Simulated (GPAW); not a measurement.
# CaSe (Fm-3m) in GPAW: notebook

The runs below take CaSe through dielectric tensor, one-shot levels on a semilocal density, hybrid scf, with PBE, r2SCAN, SCAN0, PBE-EpsX.

Everything below comes from runs of GPAW 26.7.0. Logs are shortened: lines on timing, memory, paths and dates and some standing lists are left out, and cuts for length are marked. The log counts tension as positive stress, the text compression.

**What was measured.**

A printed reference work, monograph, original work of 1988 reports, for a bulk crystal of CaSe at 2 K: band gap 3.85 eV (indirect).

The results are compared with them further down.

**1. The crystal as given**

The structure is cubic, space group Fm-3m (No. 225). The conventional cell has a = 5.912 Å, b = 5.912 Å, c = 5.912 Å, α = 90.00°, β = 90.00°, γ = 90.00°. Se (site symmetry m-3m) is surrounded by 6 Ca at 2.96 Å. Around Ca (site symmetry m-3m) lie 6 Se at 2.96 Å.

**2. Dielectric tensor, PBE**

run.py

```python
import numpy as np
import spglib
from ase import Atoms
from ase.dft.bandgap import bandgap
from ase.io import read, write
from gpaw import GPAW, PW
from gpaw.response.df import DielectricFunction

atoms = read('CaSe.cif')
cell, positions, numbers = spglib.find_primitive(
    (atoms.cell[:], atoms.get_scaled_positions(), atoms.numbers), symprec=1e-4)
atoms = Atoms(numbers, cell=cell, scaled_positions=positions, pbc=True)

calc = GPAW(mode=PW(450),
            xc='PBE',
            kpts={'size': (6, 6, 6), 'gamma': True},
            occupations={'name': 'fermi-dirac', 'width': 0.001},
            nbands=16,
            convergence={'density': 1e-06},
            maxiter=150,
            txt='gpaw.txt')
atoms.calc = calc
energy = atoms.get_potential_energy()
calc.write('gs.gpw')
write('result.traj', atoms)
print(f'Energy: {energy:.6f} eV')
print('Fermi level:', round(calc.get_fermi_level(), 4), 'eV')
print(f'Gap: {bandgap(calc)[0]:.4f} eV, direct: {bandgap(calc, direct=True)[0]:.4f} eV')

for size in [(14, 14, 14), (20, 20, 20)]:
    name = 'x'.join(str(n) for n in size)
    dense = calc.fixed_density(kpts={'size': size, 'gamma': True},
                               nbands=30, convergence={'bands': 24},
                               update_fermi_level=True, txt=f'dense-{name}.txt')
    dense.write(f'{name}.gpw', mode='all')
    df = DielectricFunction(f'{name}.gpw', frequencies=np.array([0.0]), hilbert=False, eta=0.001,
                            ecut=80, nbands=24, intraband=False, txt=f'df-{name}.txt')
    for xc in ['RPA', 'ALDA_X', 'LR0.3']:
        for direction in ['x', 'y', 'z', [0, 1, 1], [1, 0, 1], [1, 1, 0]]:
            e0, e = df.get_macroscopic_dielectric_constant(xc=xc, direction=direction)
            print(f'{name} {xc} {direction}: {e0:.4f} without, {e:.4f} with local fields')
```

CaSe.cif

```cif
data_CaSe
_cell_length_a 5.91200000
_cell_length_b 5.91200000
_cell_length_c 5.91200000
_cell_angle_alpha 90.00000000
_cell_angle_beta 90.00000000
_cell_angle_gamma 90.00000000
_space_group_name_H-M_alt 'Fm-3m'
_space_group_name_Hall '-F 4 2 3'
_space_group_IT_number 225
loop_
_space_group_symop_operation_xyz
'x,y,z'
'-x,-y,-z'
'-y,x,z'
'y,-x,-z'
'-x,-y,z'
'x,y,-z'
'y,-x,z'
'-y,x,-z'
'x,-y,-z'
'-x,y,z'
'-y,-x,-z'
'y,x,z'
'-x,y,-z'
'x,-y,z'
'y,x,-z'
'-y,-x,z'
'z,x,y'
'-z,-x,-y'
'z,-y,x'
'-z,y,-x'
'z,-x,-y'
'-z,x,y'
'z,y,-x'
'-z,-y,x'
'-z,x,-y'
'z,-x,y'
'-z,-y,-x'
'z,y,x'
'-z,-x,y'
'z,x,-y'
'-z,y,x'
'z,-y,-x'
'y,z,x'
'-y,-z,-x'
'x,z,-y'
'-x,-z,y'
'-y,z,-x'
'y,-z,x'
'-x,z,y'
'x,-z,-y'
'-y,-z,x'
'y,z,-x'
'-x,-z,-y'
'x,z,y'
'y,-z,-x'
'-y,z,x'
'x,-z,y'
'-x,z,-y'
'x,y+1/2,z+1/2'
'-x,-y+1/2,-z+1/2'
'-y,x+1/2,z+1/2'
[... 62 lines left out ...]
'-z+1/2,-x,-y+1/2'
'z+1/2,-y,x+1/2'
'-z+1/2,y,-x+1/2'
'z+1/2,-x,-y+1/2'
'-z+1/2,x,y+1/2'
'z+1/2,y,-x+1/2'
'-z+1/2,-y,x+1/2'
'-z+1/2,x,-y+1/2'
'z+1/2,-x,y+1/2'
'-z+1/2,-y,-x+1/2'
'z+1/2,y,x+1/2'
'-z+1/2,-x,y+1/2'
'z+1/2,x,-y+1/2'
'-z+1/2,y,x+1/2'
'z+1/2,-y,-x+1/2'
'y+1/2,z,x+1/2'
'-y+1/2,-z,-x+1/2'
'x+1/2,z,-y+1/2'
'-x+1/2,-z,y+1/2'
'-y+1/2,z,-x+1/2'
'y+1/2,-z,x+1/2'
'-x+1/2,z,y+1/2'
'x+1/2,-z,-y+1/2'
'-y+1/2,-z,x+1/2'
'y+1/2,z,-x+1/2'
'-x+1/2,-z,-y+1/2'
'x+1/2,z,y+1/2'
'y+1/2,-z,-x+1/2'
'-y+1/2,z,x+1/2'
'x+1/2,-z,y+1/2'
'-x+1/2,z,-y+1/2'
'x+1/2,y+1/2,z'
'-x+1/2,-y+1/2,-z'
'-y+1/2,x+1/2,z'
'y+1/2,-x+1/2,-z'
'-x+1/2,-y+1/2,z'
'x+1/2,y+1/2,-z'
'y+1/2,-x+1/2,z'
'-y+1/2,x+1/2,-z'
'x+1/2,-y+1/2,-z'
'-x+1/2,y+1/2,z'
'-y+1/2,-x+1/2,-z'
'y+1/2,x+1/2,z'
'-x+1/2,y+1/2,-z'
'x+1/2,-y+1/2,z'
'y+1/2,x+1/2,-z'
'-y+1/2,-x+1/2,z'
'z+1/2,x+1/2,y'
'-z+1/2,-x+1/2,-y'
'z+1/2,-y+1/2,x'
'-z+1/2,y+1/2,-x'
'z+1/2,-x+1/2,-y'
'-z+1/2,x+1/2,y'
'z+1/2,y+1/2,-x'
'-z+1/2,-y+1/2,x'
'-z+1/2,x+1/2,-y'
'z+1/2,-x+1/2,y'
'-z+1/2,-y+1/2,-x'
'z+1/2,y+1/2,x'
'-z+1/2,-x+1/2,y'
'z+1/2,x+1/2,-y'
'-z+1/2,y+1/2,x'
'z+1/2,-y+1/2,-x'
'y+1/2,z+1/2,x'
'-y+1/2,-z+1/2,-x'
'x+1/2,z+1/2,-y'
'-x+1/2,-z+1/2,y'
'-y+1/2,z+1/2,-x'
'y+1/2,-z+1/2,x'
'-x+1/2,z+1/2,y'
'x+1/2,-z+1/2,-y'
'-y+1/2,-z+1/2,x'
'y+1/2,z+1/2,-x'
'-x+1/2,-z+1/2,-y'
'x+1/2,z+1/2,y'
'y+1/2,-z+1/2,-x'
'-y+1/2,z+1/2,x'
'x+1/2,-z+1/2,y'
'-x+1/2,z+1/2,-y'
loop_
_atom_site_label
_atom_site_type_symbol
_atom_site_symmetry_multiplicity
_atom_site_Wyckoff_symbol
_atom_site_fract_x
_atom_site_fract_y
_atom_site_fract_z
_atom_site_occupancy
Se1 Se 4 b 0.5000000000 0.0000000000 0.0000000000 1
Ca1 Ca 4 a 0.0000000000 0.0000000000 0.0000000000 1
```

Potentials or basis: GPAW PAW data sets (gpaw-data 1.2.1), pw.

On the command line:

```bash
$ OMP_NUM_THREADS=1 python run.py
```

gpaw.txt:

```text
__  _  _
 | _ |_)|_||  |
 |__||  | ||/\| - 26.7.0

Input parameters:
  mode=PW(ecut=450.00000000000006),
  convergence={'density': 1e-06},
  kpts=MonkhorstPack(size=(6, 6, 6), gamma=True),
  maxiter=150,
  nbands=16,
  occupations=Occupations(name='fermi-dirac', width=0.001),
  xc=XC(name='PBE')

Diagonalizing LCAO Hamiltonian
Converting LCAO to pw mode

                Se

       Ca

Atoms  # Å, Bohr magnetons
|   | symbol |        x |        y |        z |    initial magnetic moments |
|---|--------|----------|----------|----------|-----------------------------|
| 0 |     Se | 2.956000 | 2.956000 | 2.956000 | ( 0.0000,  0.0000,  0.0000) |
| 1 |     Ca | 0.000000 | 0.000000 | 0.000000 | ( 0.0000,  0.0000,  0.0000) |

Unit cell  # Å
| periodic |        x |        y |        z |  lengths |    angles |
|----------|----------|----------|----------|----------|-----------|
|      yes | 0.000000 | 2.956000 | 2.956000 | 4.180415 | 60.000000 |
|      yes | 2.956000 | 0.000000 | 2.956000 | 4.180415 | 60.000000 |
|      yes | 2.956000 | 2.956000 | 0.000000 | 4.180415 | 60.000000 |

Number of symmetries: 48
Symmetry operations  # r_c * U_cc + t_c -> r_c
|    | kind |            matrix            |
|----|------|------------------------------|
|  0 |  σ   |  1, 0, 0,  1, 0,-1,  1,-1, 0 |
|  1 |  C2  |  1, 0, 0,  1,-1, 0,  1, 0,-1 |
|  2 |  E   |  1, 0, 0,  0, 1, 0,  0, 0, 1 |
|  3 |  σ   |  1, 0, 0,  0, 0, 1,  0, 1, 0 |
|  4 |  C4  |  1, 0,-1,  1, 0, 0,  1,-1, 0 |
|  5 |  S6  |  1, 0,-1,  1,-1, 0,  1, 0, 0 |
|  6 |  σ   |  1, 0,-1,  0, 1,-1,  0, 0,-1 |
|  7 |  C3  |  1, 0,-1,  0, 0,-1,  0, 1,-1 |
|  8 |  S6  |  1,-1, 0,  1, 0, 0,  1, 0,-1 |
|  9 |  C4  |  1,-1, 0,  1, 0,-1,  1, 0, 0 |
| 10 |  C3  |  1,-1, 0,  0,-1, 1,  0,-1, 0 |
| 11 |  σ   |  1,-1, 0,  0,-1, 0,  0,-1, 1 |
| 12 |  σ   |  0, 1, 0,  1, 0, 0,  0, 0, 1 |
| 13 |  C4  |  0, 1, 0,  0, 1,-1, -1, 1, 0 |
| 14 |  C3  |  0, 1, 0,  0, 0, 1,  1, 0, 0 |
| 15 |  S6  |  0, 1, 0, -1, 1, 0,  0, 1,-1 |
| 16 |  C2  |  0, 1,-1,  1, 0,-1,  0, 0,-1 |
| 17 |  σ   |  0, 1,-1,  0, 1, 0, -1, 1, 0 |
| 18 |  S4  |  0, 1,-1,  0, 0,-1,  1, 0,-1 |
| 19 |  C4  |  0, 1,-1, -1, 1, 0,  0, 1, 0 |
| 20 |  C3  |  0, 0, 1,  1, 0, 0,  0, 1, 0 |
| 21 |  σ   |  0, 0, 1,  0, 1, 0,  1, 0, 0 |
| 22 |  S6  |  0, 0, 1,  0,-1, 1, -1, 0, 1 |
| 23 |  C4  |  0, 0, 1, -1, 0, 1,  0,-1, 1 |
| 24 |  S4  |  0, 0,-1,  1, 0,-1,  0, 1,-1 |
| 25 |  C3  |  0, 0,-1,  0, 1,-1,  1, 0,-1 |
| 26 |  C2  |  0, 0,-1,  0,-1, 0, -1, 0, 0 |
| 27 |  S6  |  0, 0,-1, -1, 0, 0,  0,-1, 0 |
| 28 |  S4  |  0,-1, 1,  1,-1, 0,  0,-1, 0 |
| 29 |  C4  |  0,-1, 1,  0, 0, 1, -1, 0, 1 |
| 30 |  C2  |  0,-1, 1,  0,-1, 0,  1,-1, 0 |
| 31 |  σ   |  0,-1, 1, -1, 0, 1,  0, 0, 1 |
| 32 |  C3  |  0,-1, 0,  1,-1, 0,  0,-1, 1 |
| 33 |  S6  |  0,-1, 0,  0, 0,-1, -1, 0, 0 |
| 34 |  S4  |  0,-1, 0,  0,-1, 1,  1,-1, 0 |
| 35 |  C2  |  0,-1, 0, -1, 0, 0,  0, 0,-1 |
| 36 |  C2  | -1, 1, 0,  0, 1, 0,  0, 1,-1 |
| 37 |  S6  | -1, 1, 0,  0, 1,-1,  0, 1, 0 |
| 38 |  S4  | -1, 1, 0, -1, 0, 1, -1, 0, 0 |
| 39 |  C3  | -1, 1, 0, -1, 0, 0, -1, 0, 1 |
| 40 |  S6  | -1, 0, 1,  0, 0, 1,  0,-1, 1 |
| 41 |  C2  | -1, 0, 1,  0,-1, 1,  0, 0, 1 |
| 42 |  C3  | -1, 0, 1, -1, 1, 0, -1, 0, 0 |
| 43 |  S4  | -1, 0, 1, -1, 0, 0, -1, 1, 0 |
| 44 |  C2  | -1, 0, 0,  0, 0,-1,  0,-1, 0 |
| 45 |  i   | -1, 0, 0,  0,-1, 0,  0, 0,-1 |
| 46 |  σ   | -1, 0, 0, -1, 1, 0, -1, 0, 1 |
| 47 |  C2  | -1, 0, 0, -1, 0, 1, -1, 1, 0 |

BZ-sampling:
  Number of BZ points: 216
  Number of IBZ points: 16

  Monkhorst-Pack size: [6, 6, 6]
  Monkhorst-Pack shift: [0.08333333333333333, 0.08333333333333333, 0.08333333333333333]

K-points  # in reciprocal-cell coordinates
|     |                                coordinates |     weight |
|-----|--------------------------------------------|------------|
|   0 | (  0.00000000,   0.00000000,   0.00000000) | 0.00462963 |
|   1 | (  0.16666667,   0.16666667,   0.00000000) | 0.02777778 |
|   2 | (  0.16666667,   0.16666667,   0.16666667) | 0.03703704 |
|   3 | (  0.33333333,   0.16666667,   0.16666667) | 0.05555556 |
|   4 | (  0.33333333,   0.33333333,  -0.33333333) | 0.05555556 |
|   5 | (  0.33333333,   0.33333333,   0.00000000) | 0.02777778 |
|   6 | (  0.33333333,   0.33333333,   0.16666667) | 0.11111111 |
|   7 | (  0.33333333,   0.33333333,   0.33333333) | 0.03703704 |
|   8 | (  0.50000000,   0.33333333,  -0.33333333) | 0.11111111 |
|   9 | (  0.50000000,   0.33333333,  -0.16666667) | 0.05555556 |
| ... |                                            |            |
|  15 | (  0.50000000,   0.50000000,   0.50000000) | 0.01851852 |

Plane wave coefficients: 1139
Cutoff: 450.00000000000006 eV

Spin-components: 1 (collinear spins)
Bands:           16
Projectors:      10
Spin-degeneracy: 2
Datatype:        complex128

Density:
  Valence electrons: 16.0
  Components: 1
  Grid points: [21 21 21]
  Charge: 0.0  # |e|

Potential:
  Grid points: [21 21 21]

species:
  Se:
    name:    Selenium
    Z:       34.0
    valence: 6
    core:    28
    charge:  0.0  # [|e|]
    compensation charges:
      type: gauss
      rc: 0.27  # [Å]
      lmax: 2
    cutoffs:
      filter: 1.77  # [Å]
      core: 2.67  # [Å]
    projectors
    | kind |    occ | energy [eV] | rcut [Å] |
    |------|--------|-------------|----------|
    |   4s |  2.000 |     -17.277 |    0.847 |
    |   4p |  4.000 |      -6.512 |    1.005 |
    |    s |        |       9.935 |    0.847 |
    |    p |        |      20.699 |    1.005 |
    |    d |        |       0.000 |    0.847 |

    Using partial waves for Se as LCAO basis

  Ca:
    name:    Calcium
    Z:       20.0
    valence: 10
    core:    10
    charge:  0.0  # [|e|]
    compensation charges:
      type: gauss
      rc: 0.37  # [Å]
      lmax: 2
    cutoffs:
      filter: 2.10  # [Å]
      core: 1.17  # [Å]
    projectors
    | kind |    occ | energy [eV] | rcut [Å] |
    |------|--------|-------------|----------|
    |   3s |  2.000 |     -47.086 |    1.175 |
    |   4s |  2.000 |      -3.766 |    1.175 |
    |   3p |  6.000 |     -28.008 |    1.154 |
    |    p |        |      -0.797 |    1.154 |
    |    d |        |       0.000 |    0.937 |

    Using partial waves for Ca as LCAO basis

Reference energy: -84614.401363  # eV

eigensolver:
  PPCG
  Converge bands: occupied
  niter=2

density mixing:
  MSR1-Mixer
  Pratt-step length: 0.05
  Maximum mixing coefficient: 0.75
  Old densities: 10
  SVD Regularization: 0.005
  Good broyden scale: 1.0
  Trust region scale: 1.0
  Backstep threshold: 4.0
  History deletion threshold: 6.0
  Fourier metric: weight=20.0, sigma=0.015

occupation numbers:
  Fermi-Dirac:
    width: 0.0010  # eV

poisson solver:
  ecut: 3600.0000000000005  # eV

xc functional:
  name: PBE with 2 nearest neighbor stencil

convergence criteria:
- Maximum integral of absolute [dens]ity change: 1e-06 electrons / valence electron
- Maximum [total energy] change in last 3 cyles: 0.0005 eV / valence electron
- Maximum integral of absolute [eigenst]ate change: 4e-08 eV^2 / valence electron
maximum number of iterations: 150

SCF iterations
|iter     | |      energy | eigst |  dens |
|---------|-|-------------|-------|-------|
|iter:   1| |   -9.539400 | +0.13 |       |
|iter:   2| |   -9.580822 | -1.51 | -1.20 |
|iter:   3| |   -9.553388 | -2.43 | -1.24 |
|iter:   4| |   -9.556145 | -3.42 | -1.57 |
|iter:   5| |   -9.553453c| -3.43 | -1.82 |
|iter:   6| |   -9.553429c| -5.14 | -2.66 |
|iter:   7| |   -9.553436c| -5.94 | -3.07 |
|iter:   8| |   -9.553436c| -7.13 | -3.97 |
|iter:   9| |   -9.553437c| -8.32c| -4.48 |
|iter:  10| |   -9.553437c| -8.81c| -5.37 |
|iter:  11| |   -9.553437c| -9.63c| -6.29c|

Converged in 11 steps
Energy contributions relative to reference atoms: (reference = -84614.401363)

Energy contributions:
  Kinetic:          13.467429
  Coulomb:         -10.949835
  Zero:             -0.610065
  External:          0.000000
  Xc:              -11.460966
  Entropy:          -0.000000
  Spinorbit:         0.000000
  ----------------------------
  Free energy:      -9.553437
  Extrapolated:     -9.553437

dipole moment: (-19.514892, -19.514892, -19.514892)  # |e|*Ang

Fermi level: 5.836
Eigenvalues  # (at kpt = [0.000, 0.000, 0.000])
| band index |      eig [eV] | occ [0-2] |
|------------|---------------|-----------|
|          0 |       -35.245 |     2.000 |
|          1 |       -16.268 |     2.000 |
|          2 |       -16.268 |     2.000 |
|          3 |       -16.268 |     2.000 |
|          4 |        -7.286 |     2.000 |
|          5 |         4.500 |     2.000 |
[... 8 lines left out ...]
|         14 |        14.215 |     0.000 |
|         15 |        16.795 |     0.000 |

Gap: 2.044 eV
Transition (v -> c):
  (s=0, k=0, n=7, [0.00, 0.00, 0.00]) -> (s=0, k=12, n=8, [0.50, 0.50, 0.00])
Direct/indirect transitions are different
Direct gap: 2.981 eV
Transition at: (s=0, k=12, n=7, [0.50, 0.50, 0.00])
# Writing to gs.gpw (mode='')
```

It took 4.4 min on 1 thread of Arm Neoverse V1, shared host; peak memory 1 GiB.

Results:

* Free energy: -9.5534 eV
* Band gap on the k mesh: 2.04 eV, indirect (least direct gap 2.98 eV)
* Electronic dielectric tensor (diagonal): 5.14

Electronic dielectric tensor:
```
5.14 0.00 0.00
0.00 5.14 0.00
0.00 0.00 5.14
```

Caveat: the long-wavelength limit can be off by a per cent or two.

(Continued in part 2 of 2.)
